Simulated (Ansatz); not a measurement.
**Relativistic treatment of NaF**

```
Na F
1.0
     0.00000    2.32330    2.32330
     2.32330    0.00000    2.32330
     2.32330    2.32330    0.00000
Na F
1 1
Direct
  0.00000 0.00000 0.00000
  0.50000 0.50000 0.50000
```

Atom numbers follow the list: Na1, F2.

The cell is a measured one (Crystallography Open Database entry 9007459); the temperature and pressure of the measurement aren't taken into account, and nothing was relaxed.

One fixed cell is solved with PBE by full-potential LAPW in Ansatz 0.2.0 under different relativistic treatments. Pressure is positive in compression.

The runs use a Γ-centred 10×10×10 k mesh, Fermi–Dirac smearing of 0.02 eV, basis error target 0.5 meV/atom, no spin polarisation.

```
            setting  P (GPa)  gap over the k mesh and a high-symmetry path (eV)  lowest level at Γ above −25 eV, from the valence-band top or, without a gap, the Fermi level (eV)
scalar-relativistic     1.72                                               6.27                                                                                             -19.15
   non-relativistic     1.76                                               6.31                                                                                             -19.06
```
